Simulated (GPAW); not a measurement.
# HfN (P6_3/mmc) in GPAW: reference runs

How does HfN come out in PBE? The cell is run as given.

Program: GPAW 26.7.0. These are calculated values, not measurements. Logs are shortened: lines on timing, memory, paths and dates and some standing lists are left out, and cuts for length are marked. The log counts tension as positive stress, the text compression.

## 1. The structure

The structure is hexagonal, space group P6_3/mmc (No. 194). Conventional cell: a = 3.134 Å, b = 3.134 Å, c = 5.417 Å, α = 90.00°, β = 90.00°, γ = 120.00°. Around Hf (site symmetry -6m2) lie 6 N at 2.26 Å. Around N (site symmetry -3m) lie 6 Hf at 2.26 Å.

The cell comes from a database or a generator and needn't be the stable form of this composition.

## 2. Single point, PBE

Input file run.py:

```python
from ase import Atoms
from ase.dft.bandgap import bandgap
from ase.io import write
from ase.units import Bohr, GPa
from gpaw import GPAW, PW
from gpaw.elf import elf_from_dft_calculation

atoms = Atoms(['Hf', 'Hf', 'N', 'N'],
              cell=[[3.1339080219, 0.0, 0.0],
                    [-1.566954011, 2.7140439601, 0.0],
                    [0.0, 0.0, 5.41676772]],
              scaled_positions=[[0.3333333333, 0.6666666667, 0.25],
                                [0.6666666667, 0.3333333333, 0.75],
                                [0.0, 0.0, 0.5],
                                [0.0, 0.0, 0.0]],
              pbc=True)

calc = GPAW(mode=PW(800),
            xc='PBE',
            kpts={'size': (10, 10, 5), 'gamma': True},
            occupations={'name': 'fermi-dirac', 'width': 0.05},
            nbands=33,
            convergence={'density': 1e-05, 'energy': 1e-05},
            maxiter=150,
            txt='gpaw.txt')
atoms.calc = calc
energy = atoms.get_potential_energy()
forces = atoms.get_forces()
stress = atoms.get_stress()
calc.write('gs.gpw')
write('result.traj', atoms)
print(f'Energy: {energy:.6f} eV')
print('Forces (eV/A):')
print(forces.round(4))
print('Stress (GPa):', (stress / GPa).round(3))
print('Fermi level:', round(calc.get_fermi_level(), 4), 'eV')
print(f'Gap: {bandgap(calc)[0]:.4f} eV, direct: {bandgap(calc, direct=True)[0]:.4f} eV')

# fields on the real-space grid
write('density.cube', atoms, data=calc.get_pseudo_density() * Bohr**3)
write('potential.cube', atoms, data=calc.get_electrostatic_potential())
write('elf.cube', atoms, data=elf_from_dft_calculation(calc).data)
```

Potentials or basis: GPAW PAW data sets (gpaw-data 1.2.1), pw.

Command:

```console
OMP_NUM_THREADS=1 python run.py
```

gpaw.txt:

```text
__  _  _
 | _ |_)|_||  |
 |__||  | ||/\| - 26.7.0

Input parameters:
  mode=PW(ecut=800.0),
  convergence={'density': 1e-05, 'energy': 1e-05},
  kpts=MonkhorstPack(size=(10, 10, 5), gamma=True),
  maxiter=150,
  nbands=33,
  occupations=Occupations(name='fermi-dirac', width=0.05),
  xc=XC(name='PBE')

Diagonalizing LCAO Hamiltonian
Converting LCAO to pw mode

            Hf

       N Hf

       N

Atoms  # Å, Bohr magnetons
|   | symbol |         x |        y |        z |    initial magnetic moments |
|---|--------|-----------|----------|----------|-----------------------------|
| 0 |     Hf | -0.000000 | 1.809363 | 1.354192 | ( 0.0000,  0.0000,  0.0000) |
| 1 |     Hf |  1.566954 | 0.904681 | 4.062576 | ( 0.0000,  0.0000,  0.0000) |
| 2 |      N |  0.000000 | 0.000000 | 2.708384 | ( 0.0000,  0.0000,  0.0000) |
| 3 |      N |  0.000000 | 0.000000 | 0.000000 | ( 0.0000,  0.0000,  0.0000) |

Unit cell  # Å
| periodic |         x |        y |        z |  lengths |     angles |
|----------|-----------|----------|----------|----------|------------|
|      yes |  3.133908 | 0.000000 | 0.000000 | 3.133908 |  90.000000 |
|      yes | -1.566954 | 2.714044 | 0.000000 | 3.133908 |  90.000000 |
|      yes |  0.000000 | 0.000000 | 5.416768 | 5.416768 | 120.000000 |

Number of symmetries: 12
Symmetry operations  # r_c * U_cc + t_c -> r_c
|    | kind |            matrix            |
|----|------|------------------------------|
|  0 |  σ   |  1, 1, 0,  0,-1, 0,  0, 0, 1 |
|  1 |  S6  |  1, 1, 0, -1, 0, 0,  0, 0,-1 |
|  2 |  E   |  1, 0, 0,  0, 1, 0,  0, 0, 1 |
|  3 |  C2  |  1, 0, 0, -1,-1, 0,  0, 0,-1 |
|  4 |  C2  |  0, 1, 0,  1, 0, 0,  0, 0,-1 |
|  5 |  C3  |  0, 1, 0, -1,-1, 0,  0, 0, 1 |
|  6 |  S6  |  0,-1, 0,  1, 1, 0,  0, 0,-1 |
|  7 |  σ   |  0,-1, 0, -1, 0, 0,  0, 0, 1 |
|  8 |  σ   | -1, 0, 0,  1, 1, 0,  0, 0, 1 |
|  9 |  i   | -1, 0, 0,  0,-1, 0,  0, 0,-1 |
| 10 |  C3  | -1,-1, 0,  1, 0, 0,  0, 0, 1 |
| 11 |  C2  | -1,-1, 0,  0, 1, 0,  0, 0,-1 |

BZ-sampling:
  Number of BZ points: 500
  Number of IBZ points: 58

  Monkhorst-Pack size: [10, 10, 5]
  Monkhorst-Pack shift: [0.05, 0.05, 0.0]

K-points  # in reciprocal-cell coordinates
|     |                                coordinates |     weight |
|-----|--------------------------------------------|------------|
|   0 | (  0.00000000,   0.00000000,   0.00000000) | 0.00200000 |
|   1 | (  0.00000000,   0.00000000,   0.20000000) | 0.00400000 |
|   2 | (  0.00000000,   0.00000000,   0.40000000) | 0.00400000 |
|   3 | (  0.10000000,   0.00000000,  -0.40000000) | 0.01200000 |
|   4 | (  0.10000000,   0.00000000,  -0.20000000) | 0.01200000 |
|   5 | (  0.10000000,   0.00000000,   0.00000000) | 0.01200000 |
|   6 | (  0.10000000,   0.00000000,   0.20000000) | 0.01200000 |
|   7 | (  0.10000000,   0.00000000,   0.40000000) | 0.01200000 |
|   8 | (  0.20000000,  -0.10000000,   0.00000000) | 0.01200000 |
|   9 | (  0.20000000,  -0.10000000,   0.20000000) | 0.02400000 |
| ... |                                            |            |
|  57 | (  0.50000000,   0.50000000,   0.40000000) | 0.01200000 |

Plane wave coefficients: 2383
Cutoff: 800.0 eV

Spin-components: 1 (collinear spins)
Bands:           33
Projectors:      22
Spin-degeneracy: 2
Datatype:        complex128

Parallelization:
  kpt:    1
  domain: 1
  band:   1

Density:
  Valence electrons: 34.0
  Components: 1
  Grid points: [21 21 36]
  Charge: 0.0  # |e|

Potential:
  Grid points: [21 21 36]

species:
  Hf:
    name:    Hafnium
    Z:       72.0
    valence: 12
    core:    60
    charge:  0.0  # [|e|]
    compensation charges:
      type: gauss
      rc: 0.41  # [Å]
      lmax: 2
    cutoffs:
      filter: 2.36  # [Å]
      core: 4.02  # [Å]
    projectors
    | kind |    occ | energy [eV] | rcut [Å] |
    |------|--------|-------------|----------|
    |   5s |  2.000 |     -66.831 |    1.397 |
    |   6s |  2.000 |      -5.097 |    1.397 |
    |   5p |  6.000 |     -35.599 |    1.307 |
    |   6p |  0.000 |      -1.401 |    1.307 |
    |   5d |  2.000 |      -2.699 |    1.334 |
    |    d |        |      24.513 |    1.334 |

    Using partial waves for Hf as LCAO basis

  N:
    name:    Nitrogen
    Z:       7.0
    valence: 5
    core:    2
    charge:  0.0  # [|e|]
    compensation charges:
      type: gauss
      rc: 0.18  # [Å]
      lmax: 2
    cutoffs:
      filter: 1.11  # [Å]
      core: 0.96  # [Å]
    projectors
    | kind |    occ | energy [eV] | rcut [Å] |
    |------|--------|-------------|----------|
    |   2s |  2.000 |     -18.583 |    0.603 |
    |   2p |  3.000 |      -7.089 |    0.529 |
    |    s |        |       8.629 |    0.603 |
    |    p |        |      20.123 |    0.529 |
    |    d |        |       0.000 |    0.577 |

    Using partial waves for N as LCAO basis

Reference energy: -822735.673559  # eV

eigensolver:
  PPCG
  Converge bands: occupied
  niter=2

density mixing:
  MSR1-Mixer
  Pratt-step length: 0.05
  Maximum mixing coefficient: 0.75
  Old densities: 10
  SVD Regularization: 0.005
  Good broyden scale: 1.0
  Trust region scale: 1.0
  Backstep threshold: 4.0
  History deletion threshold: 6.0
  Fourier metric: weight=20.0, sigma=0.015

occupation numbers:
  Fermi-Dirac:
    width: 0.0500  # eV

poisson solver:
  ecut: 6400.0  # eV

xc functional:
  name: PBE with 2 nearest neighbor stencil

convergence criteria:
- Maximum integral of absolute [dens]ity change: 1e-05 electrons / valence electron
- Maximum [total energy] change in last 3 cyles: 1e-05 eV / valence electron
- Maximum integral of absolute [eigenst]ate change: 4e-08 eV^2 / valence electron
maximum number of iterations: 150

SCF iterations
|iter     | |      energy | eigst |  dens |
|---------|-|-------------|-------|-------|
|iter:   1| |  -42.195192 | -0.04 |       |
|iter:   2| |  -41.071874 | -2.05 | -0.90 |
|iter:   3| |  -38.454803 | -1.21 | -0.97 |
|iter:   4| |  -38.470760 | -2.85 | -1.62 |
|iter:   5| |  -38.489737 | -3.02 | -1.84 |
|iter:   6| |  -38.489525 | -4.80 | -2.89 |
|iter:   7| |  -38.489545c| -6.13 | -3.43 |
|iter:   8| |  -38.489547c| -7.21 | -4.03 |
|iter:   9| |  -38.489547c| -8.38c| -5.06c|

Converged in 9 steps
Energy contributions relative to reference atoms: (reference = -822735.673559)

Energy contributions:
  Kinetic:          46.545703
  Coulomb:         -46.441968
  Zero:             -0.503253
  External:          0.000000
  Xc:              -38.083660
  Entropy:          -0.012737
  Spinorbit:         0.000000
  ----------------------------
  Free energy:     -38.495915
  Extrapolated:    -38.489547

dipole moment: (-7.777402, -13.470856, -13.442785)  # |e|*Ang

Fermi level: 13.533
Eigenvalues  # (at kpt = [0.000, 0.000, 0.000])
| band index |      eig [eV] | occ [0-2] |
|------------|---------------|-----------|
|          0 |       -48.734 |     2.000 |
|        ... |               |           |
|          9 |        -0.740 |     2.000 |
|         10 |         4.880 |     2.000 |
|         11 |         8.738 |     2.000 |
|         12 |         8.738 |     2.000 |
|         13 |         9.889 |     2.000 |
|         14 |         9.889 |     2.000 |
[... 8 lines left out ...]
|         23 |        19.079 |     0.000 |
|         24 |        19.079 |     0.000 |
|        ... |               |           |
|         32 |        41.516 |     0.000 |

No gap
No difference between direct/indirect transitions

Forces  # eV/Ang
|       x |        y |        z |
|---------|----------|----------|
| 0.00000 |  0.00000 |  0.00000 |  # Hf   0
| 0.00000 | -0.00000 | -0.00000 |  # Hf   1
| 0.00000 |  0.00000 |  0.00000 |  # N    2
| 0.00000 |  0.00000 |  0.00000 |  # N    3

Stress tensor  # eV/Ang^3
|         x |         y |         z |
|-----------|-----------|-----------|
| -0.039293 | -0.000000 |  0.000000 |
| -0.000000 | -0.039293 |  0.000000 |
|  0.000000 |  0.000000 | -0.038058 |

# Writing to gs.gpw (mode='')
```

stdout:

```text
Energy: -38.489547 eV
Forces (eV/A):
[[ 0.  0.  0.]
 [ 0. -0. -0.]
 [ 0.  0.  0.]
 [ 0.  0.  0.]]
Stress (GPa): [-6.295 -6.295 -6.098  0.     0.    -0.   ]
Fermi level: 13.5329 eV
Gap: 0.0000 eV, direct: 0.0000 eV
```

Run time: 2.6 min. Hardware: 1 thread of Arm Neoverse N1, shared host; peak memory 0.25 GiB.

What came out:

```yaml
Free_energy: -38.4959 eV
Pressure: 6.2 GPa
Band_gap_on_the_k_mesh: none (metal or under the smearing width)
```

The run has no spin-orbit coupling, so splittings on Hf are missing.
